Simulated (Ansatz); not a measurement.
Mn3Si: equation of state with PBEsol

Crystal: Mn3Si.

```xyz
4
Lattice="0.0000 2.8610 2.8610 2.8610 0.0000 2.8610 2.8610 2.8610 0.0000" Properties=species:S:1:pos:R:3 pbc="T T T"
Mn    4.2915    4.2915    4.2915
Mn    1.4305    1.4305    1.4305
Mn    2.8610    2.8610    2.8610
Si    0.0000    0.0000    0.0000
```

```json
{
 "Program": "Ansatz 0.2.0",
 "Task": "equation of state",
 "Functional": "PBEsol",
 "Potentials or basis": "all-electron LAPW, scalar-relativistic",
 "Basis error allowed": "0.001 eV/atom",
 "k mesh": "8 × 8 × 8",
 "Occupations": "fermi-dirac, width 0.05 eV",
 "Spin": "collinear spin, ferromagnetic start",
 "Starting moments": "[4.0, 4.0, 4.0, 0.0] μB"
}
```

```yaml
Equilibrium_volume: "10.78 Å³/atom (rough: see the caveat)"
Bulk_modulus: 228 GPa (rough)
```

Energy against volume, from the lowest point:
```
volume (Å³/atom)  energy (meV/atom)
          11.007               0.00
          11.241               9.87
          11.475              25.50
          11.709              46.32
          11.943              71.77
          12.177             101.35
          12.412             134.57
```

All runs of the series together: 99 s on 4 threads of Intel(R) Xeon(R) 6975P-C (Granite Rapids) (shared host).

Caveat: the minimum lies outside the volumes run; the starting moments weren't kept.
